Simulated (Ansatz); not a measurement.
# Iron, beta-Sn type under RPBE: ground state and equation of state

The plan for iron in the beta-Sn type structure: relax it, solve it on a dense k-mesh, then scale the cell to 7 volumes from 88 to 112 % of the relaxed one and try a fit of the equation of state. The start is ferromagnetic. The k-meshes are 14×14×10 for the relaxation; 24×24×12 for the dense run; 17×17×8 for the volumes.

Program: Ansatz 0.2.0. Level of theory: DFT RPBE, plane waves (420 eV) with PAW, scalar-relativistic; the PAW data stem from PBE, with regenerated cores. These are calculated values, not measurements.

**1. Starting point**

Symmetry: I4_1/amd, No. 141, tetragonal system. Conventional cell: a = 4.491 Å, b = 4.491 Å, c = 2.452 Å, α = 90.00°, β = 90.00°, γ = 90.00°. Fe (site symmetry -4m2) is surrounded by 6 Fe at 2.33 to 2.45 Å.

Structure file:

```
Fe
1.0
    -2.24559    2.24559    1.22609
     2.24559   -2.24559    1.22609
     2.24559    2.24559   -1.22609
Fe
2
Direct
  0.00000 0.00000 0.00000
  0.75000 0.25000 0.50000
```

Starting moments (μB): +2.5 ×2.

**2. Geometry optimisation**

Contents of input.yaml:

```yaml
crystal:
  lattice:
    - [-2.245591907, 2.245591907, 1.2260931812]
    - [2.245591907, -2.245591907, 1.2260931812]
    - [2.245591907, 2.245591907, -1.2260931812]
  atoms:
    - { symbol: Fe, position: [0.0, 0.0, 0.0], spin: 2.5 }
    - { symbol: Fe, position: [0.75, 0.25, 0.5], spin: 2.5 }
hamiltonian:
  xc: rpbe
  pseudopotentials:
    kind: paw
    azcp:
      Fe: "pseudopotentials/Fe.paw.azcp"
basis:
  ecutwfc: 420
  fft_grid_basis: typed
kpoints:
  mp_grid: { grid: [14, 14, 10], shift: [0, 0, 0] }
magnetization:
  spin_polarized: true
scf:
  occupations: { method: fermi_dirac, width: 0.05 }
relax:
  max_steps: 60
  f_tol: 0.01
  cell: {}
```

Launch:

```console
> ansatz run input.yaml --threads 2 --pin off --max-ram 5120MiB --backend cpu --events-out ev --progress --plain --runs-dir out
```

Further steps of the session: Dense single point; Equation of state: 88 %; Equation of state: 92 %; Equation of state: 96 %; Equation of state: 100 %; Equation of state: 104 %; Equation of state: 108 %; Equation of state: 112 %.

Q: Predict the outcome of this session. Wanted: space group; conventional cell; volume; shortest distance; gap on the mesh; magnetic state; relative to bcc, ferromagnetic; V₀, B₀, B₀′.

**Answer**, as computed:

```
                      quantity                                  value
space group (spins left aside)                          Fddd (No. 70)
             conventional cell  a = 2.485 Å, b = 4.605 Å, c = 8.634 Å
                        volume                         12.348 Å³/atom
             shortest distance                                2.485 Å
               gap on the mesh           none (levels filled in part)
                magnetic state  ferromagnetic, up to 2.64 μB per atom
relative to bcc, ferromagnetic                           +96 meV/atom
                   V₀, B₀, B₀′           12.373 Å³/atom, 146 GPa, 3.6
```

The relaxation shrank the cell by 0.1 % in volume. What began as beta-Sn type has relaxed into Fddd. What follows belongs to that structure, not to the type named at the start. The mesh has less symmetry than the lattice, which may have let the distortion in. Against the reference form of iron (bcc, ferromagnetic, computed apart with the same settings) it stands 96 meV/atom higher. The final state is ferromagnetic (largest moment 2.64 μB). No gap shows: it is a metal or semimetal at this level. The fitted modulus is 146 GPa; letting shape and positions relax at each volume could only lower it.
